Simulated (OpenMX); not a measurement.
The system is W.

```
W
1.0
    -1.58234    1.58234    1.58234
     1.58234   -1.58234    1.58234
     1.58234    1.58234   -1.58234
W
1
Direct
  0.00000 0.00000 0.00000
```

Base run:

* Program: OpenMX 3.8.5
* Functional: PBE
* Potentials or basis: OpenMX 2013 PBE set, W7.0-s3p2d2, grid cutoff 400 Ry
* k mesh: 13 × 13 × 13
* Occupations: fermi-dirac, width 0.05 eV
* Spin: no spin polarisation

Its results: pressure 10.2 GPa.

Question: The run is repeated on the same cell with these changes: functional from PBE to LDA; potentials or basis from OpenMX 2013 PBE set, W7.0-s3p2d2, grid cutoff 400 Ry to OpenMX 2013 LDA set, W7.0-s3p2d2f1, grid cutoff 400 Ry. What comes out?

Answer: Pressure -9.5 GPa.

Caveats: the basis of atomic orbitals isn't converged, which shifts pressures, moduli and gaps.
